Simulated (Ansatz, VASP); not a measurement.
## GaN (GaN (P6_3mc)): VASP beside Ansatz

Wanted: the spread between two codes on one cell, functional and k mesh. The cell is taken from a series of runs on this material, whose earlier steps may have relaxed, scaled, displaced or heated it; both programs get it as it stands.

Method: plane waves, with VASP 6.6.1 beside it; relaxation of cell and atoms at PBEsol, in Ansatz 0.2.0.

**1. Set-up**

It takes space group P6_3mc (No. 186, hexagonal). Conventional cell: a = 3.189 Å, b = 3.189 Å, c = 5.192 Å, α = 90.00°, β = 90.00°, γ = 120.00°. Nearest to Ga lie 4 N at 1.95 to 1.96 Å. Nearest to N lie 4 Ga at 1.95 to 1.96 Å. Farther neighbours and most contacts between anions are not listed.

**2. Ansatz: relaxation of cell and atoms, PBEsol**

Ansatz runs on its PAW soft_1 files.

The relaxed volume is the usual yardstick between codes: in a stiff, nearly cubic crystal its relative difference is about their pressure difference at one cell divided by the bulk modulus.

Input file input.yaml:

```yaml
crystal:
  lattice:
    - [3.1889304, 0.0, 0.0]
    - [-1.5944652, 2.7616947, 0.0]
    - [0.0, 0.0, 5.1923572]
  atoms:
    - { symbol: Ga, position: [0.66666667, 0.33333333, 0.49908371] }
    - { symbol: Ga, position: [0.33333333, 0.66666667, 0.99908371] }
    - { symbol: "N", position: [0.66666667, 0.33333333, 0.87591629] }
    - { symbol: "N", position: [0.33333333, 0.66666667, 0.37591629] }
basis:
  ecutwfc: 420
  xc_grid: 2
hamiltonian:
  xc: pbesol
  pseudopotentials: { kind: paw, azcp: { folder: soft_1 }, xc_functional: pbe }
kpoints:
  mp_grid: { grid: [10, 10, 6] }
scf:
  occupations: { method: fixed }
  max_iter: 100
relax:
  f_tol: 0.005
  max_steps: 60
  cell: {}
output:
  forces: true
  stress: true
checkpoint:
  write: "../cell.run"
  compress: false
  write_wavefunctions: false
  write_every: 100000
```

Started as:

```
> ansatz run input.yaml --threads 32 --pin off --max-ram 84787MiB --backend cpu --events-out ev --progress --plain --runs-dir out
```

Numbers of over 12 decimals in the logs are rounded to 6 here.

The program printed:

```text
Engine: ansatz 0.2.0, aarch64-unknown-linux-gnu
Pseudopotentials: kind: paw
Pseudopotential: Ga, paw, valence charge 13, recommended cutoff 420 eV (normal), soft_1/Ga.paw.azcp
Pseudopotential: N, paw, valence charge 5, recommended cutoff 420 eV (normal), soft_1/N.paw.azcp
Functional definition: PBEsol
  exchange = pbesol_x
  correlation = pbesol_c
Crystal: 4 atoms, lattice volume = 45.728 Å³
Basis set: ecut = 420 eV, 917 PW (Γ), exchange–correlation on 48×48×72 points (8 copies of the dense FFT grid, shifted against one another)
Bands: 22, of which v1, the nominal top of the filled ones, is band 18 counted from 1 (17 counted from 0)
Symmetry: 12 space group operations
Space group: P63mc (ITA 186), of the structure as read, at distance tolerance 3.6e-5 Å
k-points: 56 of 600 (time reversal used)
Non-local potential: Ga, projectors of the file, l = 0: 2, l = 1: 2, l = 2: 3, l = 3: 1
Non-local potential: N, projectors of the file, l = 0: 2, l = 1: 2, l = 2: 1
PAW form: soft (Blöchl's): semilocal exchange-correlation on the pseudo side does not see the compensation charge
PAW frozen core: Ga, regenerated for the run's functional, and the local potential with it (the file was generated under x = pbe(κ = 0.804, μ = 0.219515), c = pbe(β = 0.066725))
PAW frozen core: N, regenerated for the run's functional, and the local potential with it (the file was generated under x = pbe(κ = 0.804, μ = 0.219515), c = pbe(β = 0.066725))
PAW one-centre angular grid: Ga, 590 points (default); XC on 64 Gauss nodes
PAW one-centre angular grid: N, 110 points (default); XC on 64 Gauss nodes
Initial density: superposition of atomic densities (chi_scale 0.1, normalization cell, long waves kept (reshape's long-wave potential 0.00 eV rms))
Initial wavefunctions: pseudopotential atomic-orbital guess
Functional: x = pbesol(κ = 0.804, μ = 0.123457), c = pbesol(β = 0.046)
SCF iter   1: F=—  HF=-8246.847279 eV  |Δ(HF+E_count)|=         —  Δρ=1.04e-1  dr2=4.16e0  Hψ=4331
preconditioner: auto → Resta (q_TF=auto, 2.622 Å⁻¹)  ε∞=4.9  [insulator: Δε(μ)=2.625 eV  Ē_g=16.790 eV  n_scr=22 (ndim 8)  ℏωp=32.9 eV  f_vac=0.000  ε∞_Penn≈4.9]
SCF iter   2: F=—  HF=-8245.822848 eV  |Δ(HF+E_count)|=    1.02e0  Δρ=4.55e-2  dr2=5.00e-1  Hψ=2310
SCF iter   3: F=—  HF=-8245.721446 eV  |Δ(HF+E_count)|=   1.01e-1  Δρ=1.65e-2  dr2=9.29e-2  Hψ=1353
SCF iter   4: F=—  HF=-8245.700129 eV  |Δ(HF+E_count)|=   2.13e-2  Δρ=2.84e-3  dr2=4.63e-3  Hψ=2328
SCF iter   5: F=—  HF=-8245.699202 eV  |Δ(HF+E_count)|=   9.27e-4  Δρ=2.55e-3  dr2=1.67e-3  Hψ=2344
SCF iter   6: F=—  HF=-8245.699691 eV  |Δ(HF+E_count)|=   4.89e-4  Δρ=9.11e-4  dr2=2.60e-4  Hψ=2234
SCF iter   7: F=—  HF=-8245.699792 eV  |Δ(HF+E_count)|=   1.01e-4  Δρ=1.96e-4  dr2=1.51e-5  Hψ=2166
SCF iter   8: F=—  HF=-8245.699792 eV  |Δ(HF+E_count)|=   3.29e-7  Δρ=2.34e-5  dr2=2.03e-7  Hψ=2190
SCF iter   9: F=-8245.699792 eV  HF=-8245.699792 eV  |Δ(HF+E_count)|=   1.96e-7  Δρ=2.25e-6  dr2=1.98e-9  Hψ=4473
SCF 1 converged in 9 iterations: F = -8245.699792 eV  dr2 = 1.98e-9
  greatest PAW one-centre occupation: 0.995 electrons in one spin orbital (limit 2), on the Ga atom at site 1 (counted from 0), in its partial waves of l = 2
relax step   1: F+E_penalty+E_count = -8245.69979174 eV  Δ(F+E_penalty+E_count) = +0.000e0 eV  max|allowed force component| = 5.778e-3 eV/Å  Δτ_max = 0.0000 Å  P = -0.963 GPa  Ω = 45.728 Å³  (9 SCF iters, dr2 threshold 1.00e-7 eV, accepted)
[...]
relax step   2: F+E_penalty+E_count = -8245.70065717 eV  Δ(F+E_penalty+E_count) = -8.654e-4 eV  max|allowed force component| = 3.660e-3 eV/Å  Δτ_max = 0.0004 Å  P = -0.388 GPa  Ω = 45.588 Å³  energy of the carried Pulay correction = +2.621e-4 eV  (4 SCF iters, dr2 threshold 4.00e-7 eV, accepted)
[...]
relax step   3: F+E_penalty+E_count = -8245.70094859 eV  Δ(F+E_penalty+E_count) = -2.914e-4 eV  max|allowed force component| = 9.873e-4 eV/Å  Δτ_max = 0.0001 Å  P = +0.006 GPa  Ω = 45.494 Å³  energy of the carried Pulay correction = +4.398e-4 eV  (4 SCF iters, dr2 threshold 4.00e-7 eV, accepted)
[...]
relax step   4: F+E_penalty+E_count = -8245.70052485 eV  Δ(F+E_penalty+E_count) = +4.237e-4 eV  max|allowed force component| = 1.013e-3 eV/Å  Δτ_max = 0.0000 Å  P = -0.007 GPa  Ω = 45.494 Å³  stress off target by 1.20e-2 GPa  SCF on the basis re-selected at this cell (its energy is not comparable with the rows above)  (6 SCF iters)
basis re-selected at this cell: Δ(F+E_penalty+E_count) = +4.237e-4 eV, ΔP = -0.013 GPa vs the last step (what re-selecting the basis moved, of the pressure what is left beyond the Pulay correction that the steps carried, after the strain that the cell walked since its last selection, with what the two solves' SCF thresholds leave and, on support functions, any second-order correction that the steps lacked; it is no m
SCF converged after 6 iterations
Free energy (F): -8245.700525 eV
Harris-Foulkes:  -8245.700525 eV  (|F-HF|=3.64e-12)
Internal energy: -8245.700525 eV  (E = F + TS)
E sigma→0 (E₀):  -8245.700525 eV
Fermi energy:    9.608289 eV
--- Per-component energies (eV) ---
  E_band       = -13.556872
  E_kinetic    = 481.083805
  E_local      = -2826.284557  (includes V_loc(G=0)·N_el)
  E_nonlocal   = -107.498530
  E_hartree    = 1786.249351
  E_xc         = -242.666617
  E_vxc        = -261.374439  (∫ρ·V_xc dr)
  E_paw        = -4160.405234  (= ΣΔE_a)
  E_vpaw       = -871.983206  (= ΣTr[D̂ρ^β])
  E_aug_tail   = 0.001420  (compensation charges beyond the density's cutoff)
  E_ewald      = -3177.962319
  E_core_change = 1.782156  (= ΣΔE_core)
  E_smearing   = -0.000000  (= −TS)
  E_closure    = 0.000000  (closes the sum)
  Σ components = -8245.700525   (vs F -8245.700525, Δ=0.00e0)
--- Forces (eV/Å), atoms counted from 1 ---
  atom   1  Ga     0.00000000     0.00000000     0.00101222
  atom   2  Ga    -0.00000000    -0.00000000     0.00101222
  atom   3  N     -0.00000000    -0.00000000    -0.00101324
  atom   4  N      0.00000000     0.00000000    -0.00101324
  max |Σ_I F_I| component: 2.04e-6 eV/Å
--- Stress (GPa, compression-positive) ---
       -0.012034      -0.000000       0.000000
       -0.000000      -0.012034       0.000000
        0.000000       0.000000       0.003695
  P = ⅓ Tr σ = -0.0068 GPa (-0.068 kbar)
--- Relaxed structure (3 steps of the walk, 3 accepted, 1 SCFs on fresh bases) ---
  F+E_penalty+E_count = -8245.70052485 eV   max|allowed force component| = 1.013e-3 eV/Å   (the final SCF, on the basis selected at the relaxed cell)
  cell:  # Å, volume = 45.4939 Å³
    - [3.182862, 0, 0]
    - [-1.591431, 2.756439, -1.6511006909067314e-19]
    - [0, -3.104291181229679e-19, 5.185462]
  atoms:
    - { symbol: Ga, position: [0.666667, 0.333333, 0.499179] }
    - { symbol: Ga, position: [0.333333, 0.666667, 0.999179] }
    - { symbol: N, position: [0.666667, 0.333333, 0.875821] }
    - { symbol: N, position: [0.333333, 0.666667, 0.375821] }
```

The column dr2 measures how far the density is from self-consistency, as an energy; F and HF (Harris–Foulkes) agree once it is small.

**3. VASP: relaxation of cell and atoms, PBEsol**

The same cell, functional and mesh now go to VASP, with its own data sets.

Lines of VASP's logs that name or quote its potential files are left out, and so is its time.

Input file INCAR:

```
SYSTEM = GaN
PREC = Accurate
ENCUT = 600
EDIFF = 1E-07
NELM = 120
ISMEAR = 0
SIGMA = 0.01
LREAL = .FALSE.
ALGO = Normal
GGA = PS
NBANDS = 24
LORBIT = 11
LWAVE = .FALSE.
LCHARG = .FALSE.
ISIF = 3
IBRION = 2
NSW = 80
EDIFFG = -0.005
LASPH = .TRUE.
GGA_COMPAT = .FALSE.
NELMIN = 4
EFERMI = MIDGAP
```

Input file POSCAR:

```
GaN
1.0
    3.1889300000      0.0000000000      0.0000000000
   -1.5944650000      2.7616950000      0.0000000000
    0.0000000000      0.0000000000      5.1923570000
Ga N
2 2
Direct
    0.6665996057      0.3334908453      0.4990026687
    0.3333097971      0.6666195941      0.9991608820
    0.6665996057      0.3334908453      0.8759027933
    0.3333097971      0.6666195941      0.3759371707
```

Input file KPOINTS:

```
Automatic mesh
0
Gamma
10 10 6
0 0 0
```

PAW data sets: Ga_d and N (PBE family, release 64).

Started as:

```
> mpirun -np 1 vasp_std
```

The program printed:

```text
[banner, memory and clock lines left out]
running    1 mpi-ranks, on    1 nodes
 distrk:  each k-point on    1 cores,    1 groups
 distr:  one band on    1 cores,    1 groups

 POSCAR found type information on POSCAR GaN
 POSCAR found :  2 types and       4 ions
|                                                                             |
|               ----> ADVICE to this user running VASP <----                  |
|                                                                             |
|     You enforced a specific xc type in the INCAR file but a different       |
|     [... a line on the potential file left out ...]
|     I HOPE YOU KNOW WHAT YOU ARE DOING!                                     |
|                                                                             |

 LDA part: xc-table for (Slater+PW92), standard interpolation
 POSCAR, INCAR and KPOINTS ok, starting setup
 FFT: planning ... GRIDC
 FFT: planning ... GRID_SOFT
 FFT: planning ... GRID
 WAVECAR not read
 entering main loop
       N       E                     dE             d eps       ncg     rms          rms(c)
DAV:   1     0.289439575549E+03    0.28944E+03   -0.19707E+04 15544   0.304E+03
DAV:   2     0.631243941168E+01   -0.28313E+03   -0.27079E+03 16016   0.551E+02
DAV:   3    -0.287242597123E+02   -0.35037E+02   -0.34649E+02 17400   0.153E+02
DAV:   4    -0.298760858319E+02   -0.11518E+01   -0.11496E+01 18424   0.311E+01
DAV:   5    -0.298970902717E+02   -0.21004E-01   -0.20995E-01 17480   0.376E+00    0.102E+01
DAV:   6    -0.262423598292E+02    0.36547E+01   -0.10945E+01 25472   0.530E+01    0.301E+00
DAV:   7    -0.263152236850E+02   -0.72864E-01   -0.14586E+00 15464   0.974E+00    0.261E+00
DAV:   8    -0.262950701443E+02    0.20154E-01   -0.24902E-01 24888   0.677E+00    0.103E+00
DAV:   9    -0.262704780977E+02    0.24592E-01   -0.96039E-02 24712   0.510E+00    0.310E-01
DAV:  10    -0.262713211588E+02   -0.84306E-03   -0.53872E-03 16656   0.704E-01    0.108E-01
DAV:  11    -0.262711593804E+02    0.16178E-03   -0.11283E-03 22952   0.603E-01    0.276E-02
DAV:  12    -0.262711710995E+02   -0.11719E-04   -0.12299E-04 15384   0.834E-02    0.270E-02
DAV:  13    -0.262711699932E+02    0.11063E-05   -0.28402E-05 25056   0.735E-02    0.172E-02
DAV:  14    -0.262711691972E+02    0.79601E-06   -0.49508E-06 21056   0.242E-02    0.841E-03
DAV:  15    -0.262711691383E+02    0.58953E-07   -0.56255E-07 18352   0.553E-03
   1 F= -.26271169E+02 E0= -.26271169E+02  d E =-.262712E+02
[...]
2 F= -.26271413E+02 E0= -.26271413E+02  d E =-.244016E-03
[...]
3 F= -.26272613E+02 E0= -.26272613E+02  d E =-.144433E-02
[...]
4 F= -.26272613E+02 E0= -.26272613E+02  d E =-.144386E-02
 curvature:  -0.26 expect dE=-0.129E-04 dE for cont linesearch -0.977E-05
 ZBRENT: accuracy reached
 trial: gam=-0.07371 g(F)=  0.115E-04 g(S)=  0.378E-04 ort = 0.452E-03 (trialstep = 0.903E+00)
 search vector abs. value=  0.123E-04
 bond charge predicted
       N       E                     dE             d eps       ncg     rms          rms(c)
DAV:   1    -0.262726265195E+02   -0.13479E-04   -0.15016E-03 15296   0.300E-01    0.181E-02
DAV:   2    -0.262726243103E+02    0.22092E-05   -0.44676E-05 19584   0.889E-02    0.100E-02
DAV:   3    -0.262726220778E+02    0.22325E-05   -0.49122E-06 20632   0.273E-02    0.213E-03
DAV:   4    -0.262726220659E+02    0.11899E-07   -0.90731E-07 17320   0.885E-03
   5 F= -.26272622E+02 E0= -.26272622E+02  d E =-.907004E-05
 trial-energy change:   -0.000009  1 .order   -0.000010   -0.000014   -0.000005
 step:   1.3770(harm=  1.3770)  dis= 0.00062  next Energy=   -26.272624 (dE=-0.110E-04)
 reached required accuracy - stopping structural energy minimisation
```

Parts of OUTCAR (step 3):

```text
ion  position               nearest neighbor table
   1  0.667  0.333  0.499-   4 1.95   4 1.95   4 1.95   3 1.96
   2  0.333  0.667  0.999-   3 1.95   3 1.95   3 1.95   4 1.96
   3  0.667  0.333  0.876-   2 1.95   2 1.95   2 1.95   1 1.96
   4  0.333  0.667  0.376-   1 1.95   1 1.95   1 1.95   2 1.96

  LATTYP: Found a hexagonal cell.
 ALAT       =     3.1889300000
 C/A-ratio  =     1.6282442700

 Subroutine GETGRP returns: Found  1 space group operations
 (whereof  1 operations were pure point group operations)

The static configuration has the point symmetry C_1 .

 Found    304 irreducible k-points:

   k-points           NKPTS =    304   k-points in BZ     NKDIM =    304   number of bands    NBANDS=     24

   dimension x,y,z NGX =    28 NGY =   28 NGZ =   42
   dimension x,y,z NGXF=    56 NGYF=   56 NGZF=   84

   ENCUT  =  600.0 eV  44.10 Ry    6.64 a.u.   6.37  6.37 10.37*2*pi/ulx,y,z

   NELECT =      36.0000    total number of electrons

 k-points in reciprocal lattice and weights: Automatic mesh
   0.00000000  0.00000000  0.00000000       0.002
   0.10000000  0.00000000  0.00000000       0.003
   0.00000000  0.10000000  0.00000000       0.003
  -0.10000000  0.10000000  0.00000000       0.003
   0.20000000  0.00000000  0.00000000       0.003
   0.00000000  0.20000000  0.00000000       0.003
  -0.20000000  0.20000000  0.00000000       0.003
   0.30000000 -0.00000000  0.00000000       0.003
   0.00000000  0.30000000  0.00000000       0.003
[...]
-0.30000000 -0.40000000  0.50000000       0.003
   0.40000000  0.30000000  0.50000000       0.003

 average (electrostatic) potential at core
       1 -63.2418       2 -63.2417       3 -62.0774       4 -62.0774

 E-fermi :   6.2111

 k-point     1 :       0.0000    0.0000    0.0000
  band No.  band energies     occupation
    ...
     14       4.2044      2.00000
     15       4.2057      2.00000
     16       5.2142      2.00000
     17       5.2566      2.00000
     18       5.2574      2.00000
     19       7.1648      0.00000
     20       9.4797      0.00000
     21      14.3857      0.00000
     22      15.0868      0.00000
     23      15.0877      0.00000
    ...

 k-point     2 :       0.1000    0.0000    0.0000
  band No.  band energies     occupation
    ...
     14       3.4745      2.00000
     15       3.9950      2.00000
     16       4.4181      2.00000
     17       5.1139      2.00000
     18       5.1657      2.00000
     19       7.9260      0.00000
     20      10.0877      0.00000
     21      14.0687      0.00000
     22      14.4592      0.00000
     23      15.3477      0.00000
    ...

 k-point     3 :       0.0000    0.1000    0.0000
  band No.  band energies     occupation
    ...
     14       3.4749      2.00000
     15       3.9946      2.00000
     16       4.4183      2.00000
     17       5.1139      2.00000
     18       5.1654      2.00000
     19       7.9260      0.00000
     20      10.0877      0.00000
     21      14.0687      0.00000
     22      14.4593      0.00000
     23      15.3474      0.00000
    ...

  Total       -0.0024130      0.0003081      0.0163371      0.0011020     -0.0000002     -0.0000005
  in kB       -0.0851611      0.0108738      0.5765854      0.0388912     -0.0000057     -0.0000173
  external PRESSURE =       0.1674327 kB  Pullay stress =       0.0000000 kB

  energy-cutoff  :      600.00
  volume of cell :       45.40
      direct lattice vectors                 reciprocal lattice vectors
     3.180790474 -0.000099233 -0.000000131     0.314392923  0.181535137  0.000000007
    -1.590481176  2.754486179  0.000000154     0.000011326  0.363050656 -0.000000012
    -0.000000213  0.000000167  5.181475681     0.000000008 -0.000000006  0.192995212

 POSITION                                       TOTAL-FORCE (eV/Angst)
 -----------------------------------------------------------------------------------
      1.59009      0.91830      2.58639         0.000629     -0.000764      0.002531
     -0.00024      1.83639      5.17714        -0.000614      0.000749      0.002065
      1.59009      0.91831      4.53813         0.000570     -0.000692     -0.002012
     -0.00024      1.83638      1.94742        -0.000586      0.000706     -0.002584
 -----------------------------------------------------------------------------------
    total drift:                                0.000023     -0.000014     -0.000345

  FREE ENERGIE OF THE ION-ELECTRON SYSTEM (eV)
  ---------------------------------------------------
  free  energy   TOTEN  =       -26.2726220659 eV

  energy  without entropy=      -26.2726220659  energy(sigma->0) =      -26.27262207

 reached required accuracy - stopping structural energy minimisation

 total charge
# of ion       s       p       d       tot
------------------------------------------
    1        0.790   0.910  10.185  11.885
    2        0.790   0.910  10.185  11.885
    3        1.214   2.503   0.000   3.718
    4        1.214   2.504   0.000   3.718
--------------------------------------------------
tot          4.009   6.828  20.369  31.206

[... 3 further parts left out ...]
```

**4. Comparison**

Known differences besides the potentials themselves: fixed occupations in Ansatz, narrow Gaussian smearing in VASP; the cutoff is 420 eV in Ansatz and 600 eV in VASP; Ansatz makes its cores anew for this functional, VASP keeps those of its PBE data sets; Ansatz adds a Pulay correction to the stress that steers its cell, VASP none. Total energies have different zeros and are not compared.

The two programs side by side:

| quantity | Ansatz | VASP | difference |
| --- | --- | --- | --- |
| volume (Å³) | 45.49 | 45.40 | +0.21 % |
| edge a after relaxation, in the typed setting (Å) | 3.183 | 3.181 | +0.07 % |
| edge c after relaxation, in the typed setting (Å) | 5.186 | 5.181 | +0.08 % |

**5. Results**

- difference in volume (relaxation of cell and atoms, PBEsol): 0.21 %

**Reading.** The difference in volume is 0.21 % (relaxation of cell and atoms, PBEsol), within the 1.2 % picked in this series as the mark of a large difference, as far as the stopping tolerances let one tell. How closely two codes agree says nothing of how well the functional describes the real material.

[Lines on the potential files, build, host, timing and source positions are cut from VASP's logs without a mark.]

[Logs are printed without paths, hosts, clocks, repeated set-up lines and the standing remarks that a program may print on its own settings, such as how far it seeks lower states.]

[Hosts, paths, dates, database ids (printed as entryN), source tags and the programs' standing remarks are cut or masked in the printed files.]
